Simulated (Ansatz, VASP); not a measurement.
**One calculation of Mg, two programs**

File INCAR:

```
ALGO = Normal ; EDIFF = 1E-7
ENCUT = 520 ; GGA = PS
ISIF = 2 ; ISMEAR = -1
LASPH = T ; LCHARG = F
LREAL = F ; LWAVE = F
NBANDS = 9 ; NELM = 60
PREC = Accurate ; SIGMA = 0.08
```

Contents of KPOINTS:

```
k-points
0
Gamma
  12 12 7
```

Contents of POSCAR:

```
Mg
1.0
    3.2092715325      0.0000000000      0.0000000000
   -1.6046357662      2.7793106748      0.0000000000
    0.0000000000      0.0000000000      5.1061234000
Mg
2
Direct
    0.3333333333      0.6666666667      0.2500000000
    0.6666666667      0.3333333333      0.7500000000
```

Input for Ansatz:

```yaml
crystal:
  lattice:
    - [3.2092715325, 0.0, 0.0]
    - [-1.6046357662, 2.7793106748, 0.0]
    - [0.0, 0.0, 5.1061234]
  atoms:
    - { symbol: Mg, position: [0.3333333333, 0.6666666667, 0.25] }
    - { symbol: Mg, position: [0.6666666667, 0.3333333333, 0.75] }
kpoints:
  mp_grid: { grid: [12, 12, 7] }
  band_path:
    path:
      - [0.0, 0.0, 0.0]
      - [0.5, 0.0, 0.0]
      - [0.3333333333, 0.3333333333, 0.0]
      - [0.0, 0.0, 0.0]
      - [0.0, 0.0, 0.5]
      - [0.5, 0.0, 0.5]
      - [0.3333333333, 0.3333333333, 0.5]
      - [0.0, 0.0, 0.5]
      - [0.5, 0.0, 0.5]
    npoints: 5
scf:
  occupations: { method: fermi_dirac, width: 0.08 }
hamiltonian:
  xc: pbesol
  pseudopotentials: { kind: all_electron, lapw: { basis_error: 0.0005 } }
output:
  forces: true
  stress: true
  eigenvalues: true
```

Change from the starting cell: zz strain of -2 %.

Alike in both runs: task single point; functional PBEsol; k mesh 12 × 12 × 7; occupations fermi-dirac, width 0.08 eV; no spin polarisation.

```csv
,VASP,Ansatz
version,VASP 6.6.1,Ansatz 0.2.0
potentials or method,"VASP PAW PBE potentials, release 64 (Mg)","all-electron LAPW, scalar-relativistic"
plane-wave cutoff (eV),520,see its input
```

```csv
,VASP,Ansatz,Ansatz less VASP
pressure (GPa),-0.5,-0.4,+0.03
largest component of the traceless stress (GPa),0.26,0.25,-0.002
```

Ansatz ran all-electron here, so the differences hold the error of VASP's frozen core and of both bases.

Caveats: the PAW data sets were made with another functional, which shifts forces and pressure a little (VASP).
